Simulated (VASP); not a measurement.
Si:

```
Si
1.0
     0.00000    2.72185    2.72185
     2.72185    0.00000    2.72185
     2.72185    2.72185    0.00000
Si
2
Direct
  0.50000 0.50000 0.50000
  0.75000 0.75000 0.75000
```

Base run:

* Program: VASP 6.6.1
* Functional: PBE
* Potentials or basis: VASP PAW PBE potentials, release 64 (Si)
* Cutoff: 520 eV
* k mesh: 6 × 6 × 6
* Occupations: fermi-dirac, width 0.04 eV
* Spin: no spin polarisation

Its results: band gap on the k mesh 0.72 eV, indirect (least direct gap 2.56 eV); pressure 1.3 GPa.

Question: The run is repeated on the same cell with these changes: k mesh from 6 × 6 × 6 to 4 × 4 × 4; occupations from fermi-dirac, width 0.04 eV to fermi-dirac, width 0.02 eV. What comes out?

Answer: Band gap on the k mesh 0.71 eV, indirect (least direct gap 2.54 eV); pressure 1.9 GPa.

Caveats: some runs use coarse meshes.

A k mesh can miss the band edges.

Not every run made on this cell is shown here.
